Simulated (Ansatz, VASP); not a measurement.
# One calculation of Nb, two programs

INCAR

```
SYSTEM = Nb
PREC = Accurate ; ENCUT = 520
EDIFF = 1E-7 ; ISMEAR = -1
SIGMA = 0.03 ; LREAL = .FALSE.
LASPH = .TRUE. ; NELM = 100
ALGO = Normal ; ISIF = 2
LWAVE = .FALSE. ; LCHARG = .FALSE.
LDIPOL = .TRUE. ; IDIPOL = 3
DIPOL = 0.5 0.5 0.500 ; GGA = PS
NBANDS = 82
```

File KPOINTS:

```
Automatic mesh
0
G
  7 12 1
  0 0 0
```

Contents of POSCAR:

```
Nb
1.0
    4.6253602370      0.0000000000      0.0000000000
    0.0000000000      2.8324431140      0.0000000000
    0.0000000000      0.0000000000     29.3522648890
Nb
11
Direct
    0.0000000000      0.0000000000      0.2725513697
    0.5000000000      0.3333333333      0.3180410958
    0.0000000000      0.6666666667      0.3635308218
    0.5000000000      1.0000000000      0.4090205479
    0.0000000000      0.3333333333      0.4545102739
    0.5000000000      0.6666666667      0.5000000000
    0.0000000000      1.0000000000      0.5454897261
    0.5000000000      0.3333333333      0.5909794521
    0.0000000000      0.6666666667      0.6364691782
    0.5000000000      1.0000000000      0.6819589042
    0.0000000000      0.3333333333      0.7274486303
```

Input for Ansatz:

```yaml
crystal:
  lattice:
    - [4.625360237, 0.0, 0.0]
    - [0.0, 2.832443114, 0.0]
    - [0.0, 0.0, 29.352264889]
  atoms:
    - { symbol: Nb, position: [0.0, 0.0, 0.2725513697] }
    - { symbol: Nb, position: [0.5, 0.3333333333, 0.3180410958] }
    - { symbol: Nb, position: [0.0, 0.6666666667, 0.3635308218] }
    - { symbol: Nb, position: [0.5, 1.0, 0.4090205479] }
    - { symbol: Nb, position: [0.0, 0.3333333333, 0.4545102739] }
    - { symbol: Nb, position: [0.5, 0.6666666667, 0.5] }
    - { symbol: Nb, position: [0.0, 1.0, 0.5454897261] }
    - { symbol: Nb, position: [0.5, 0.3333333333, 0.5909794521] }
    - { symbol: Nb, position: [0.0, 0.6666666667, 0.6364691782] }
    - { symbol: Nb, position: [0.5, 1.0, 0.6819589042] }
    - { symbol: Nb, position: [0.0, 0.3333333333, 0.7274486303] }
kpoints:
  mp_grid: { grid: [7, 12, 1] }
scf:
  occupations: { method: fermi_dirac, width: 0.03 }
hamiltonian:
  xc: pbesol
  pseudopotentials: { kind: paw }
output:
  forces: true
  stress: false
  populations: false
efield:
  axis: 3
  dipole_correction: true
```

Alike in both runs: task single point; functional PBEsol; k mesh 7 × 12 × 1; occupations fermi-dirac, width 0.03 eV; no spin polarisation.

```csv
,VASP,Ansatz
version,VASP 6.6.1,Ansatz 0.2.0
potentials or method,"VASP PAW PBE potentials, release 64 (Nb_sv)","plane-wave PAW, scalar-relativistic"
plane-wave cutoff (eV),520,420
valence electrons in the cell,143,143
```

Ansatz gave:

```
rms of the force components (eV/Å) : 0.362
```

Problem. What did VASP give for the same quantities?

Solution. rms of the force components (eV/Å): 0.365.

Atom by atom the forces differ by 0.004 eV/Å (rms over components). With one functional, cell and mesh, what is left measures potentials, basis and numerics.

Caveats: the PAW data sets were made with another functional, which shifts forces and pressure a little (VASP).
